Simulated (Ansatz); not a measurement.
Here is an Ansatz 0.2.0 calculation.

Contents of input.yaml:

```yaml
crystal:
  lattice:
    - [3.335484782, 0.0, 0.0]
    - [-1.667742391, 2.8886145552, 0.0]
    - [0.0, 0.0, 5.50914292]
  atoms:
    - { symbol: In, position: [0.6666666667, 0.3333333333, 0.75] }
    - { symbol: In, position: [0.3333333333, 0.6666666667, 0.25] }
hamiltonian:
  xc: lda
  pseudopotentials: { kind: paw_fr }
magnetization:
  noncollinear: true
  spin_orbit: true
kpoints:
  mp_grid: { grid: [7, 7, 4] }
  band_path:
    path:
      - [[0.0, 0.0, 0.0], [0.5, 0.0, 0.0], [0.3333333333, 0.3333333333, 0.0], [0.0, 0.0, 0.0], [0.0, 0.0, 0.5], [0.5, 0.0, 0.5], [0.3333333333, 0.3333333333, 0.5], [0.0, 0.0, 0.5]]
      - [[0.5, 0.0, 0.5], [0.5, 0.0, 0.0]]
      - [[0.3333333333, 0.3333333333, 0.0], [0.3333333333, 0.3333333333, 0.5]]
    npoints: 14
scf:
  occupations: { method: fermi_dirac, width: 0.05 }
  n_extra_bands: 6
output:
  forces: true
  stress: true
  eigenvalues: true
  fatbands: false
```

Potentials or basis: Ansatz PAW.

Command:

```console
$ ansatz run input.yaml --threads 2 --pin off --max-ram 5632MiB --backend cpu --events-out ev --progress --plain --runs-dir out
```

**Question.** What does it give for the pressure?

**Answer.** -3.3 GPa.

**Question.** What does it give for the band gap on the k mesh?

**Answer.** None (metal or under the smearing width).

Levels at the corners of the path, in eV from the Fermi level:
| point | band 24 | band 25 | band 26 | band 27 | band 28 | band 29 |
| --- | --- | --- | --- | --- | --- | --- |
| Γ | -4.54 | -3.36 | -3.36 | 7.96 | 7.96 | 8.50 |
| M | -4.15 | -0.04 | -0.04 | 0.22 | 0.22 | 0.91 |
| K | -3.39 | -1.77 | -1.77 | 1.64 | 1.64 | 1.89 |
| Γ | -4.54 | -3.36 | -3.36 | 7.96 | 7.96 | 8.50 |
| A | -8.15 | 2.84 | 2.84 | 2.84 | 2.84 | 8.92 |
| L | -3.66 | -2.64 | -2.64 | -2.64 | -2.64 | 5.42 |
| H | -2.56 | -1.43 | -1.43 | -1.25 | -1.25 | -0.49 |
| A | -8.15 | 2.84 | 2.84 | 2.84 | 2.84 | 8.92 |
| L | -3.66 | -2.64 | -2.64 | -2.64 | -2.64 | 5.42 |
| M | -4.15 | -0.04 | -0.04 | 0.22 | 0.22 | 0.91 |
| K | -3.39 | -1.77 | -1.77 | 1.64 | 1.64 | 1.89 |
| H | -2.56 | -1.43 | -1.43 | -1.25 | -1.25 | -0.49 |

Caveat: the PAW data sets come from PBE, with cores solved anew for the run's functional, which leaves a small shift of forces and pressure.
